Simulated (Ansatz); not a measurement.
Rows from a G0W0 calculation on SrCl2 (fluorite (111) film, 2 layers) (Ansatz 0.2.0; G0W0 on LDA, plane waves, PAW; 3×3×1 mesh, 867 empty bands, screening to 65 eV), in eV. Spin-orbit coupling is left out.

| row | k | band | start | Σx | Σc at the solution | Vxc |
| --- | --- | --- | --- | --- | --- | --- |
| A | Γ | c1 | -2.176 | -3.861 | -2.634 | -7.763 |
| B | Γ | v1 | -7.444 | -20.865 | 2.514 | -16.760 |
| C | (0.333, 0.333, 0.000) | c1 | -1.246 | -5.638 | -3.306 | -10.677 |
| D | Γ | c2 | -1.473 | -3.293 | -2.146 | -6.600 |
| E | (0.333, 0.333, 0.000) | c2 | -0.857 | -5.068 | -3.230 | -10.077 |
| F | (0.333, 0.333, 0.000) | v1 | -7.229 | -20.704 | 2.519 | -16.591 |

**Question.** Work out each quasiparticle level and how far it moved.

The quasiparticle equation reads E = start + Σx + Σc(E) − Vxc.

| row | E (eV) | shift (eV) |
| --- | --- | --- |
| A | -0.908 | +1.268 |
| B | -9.035 | −1.591 |
| C | 0.486 | +1.732 |
| D | -0.312 | +1.160 |
| E | 0.923 | +1.779 |
| F | -8.823 | −1.594 |

The gap over the computed points goes from 5.05 eV to 7.92 eV.

Limits: not at the basis limit; coarse mesh for a sheet; no spin-orbit coupling.

[Runs of the session that timed out or met a known fault of the program may be left out.]

[Cells called generated may have been cut or substituted from an entry of the Crystallography Open Database or the Materials Project.]

[Hosts, paths, dates, database ids (printed as entryN), source tags and the programs' standing remarks are cut or masked in the printed files.]
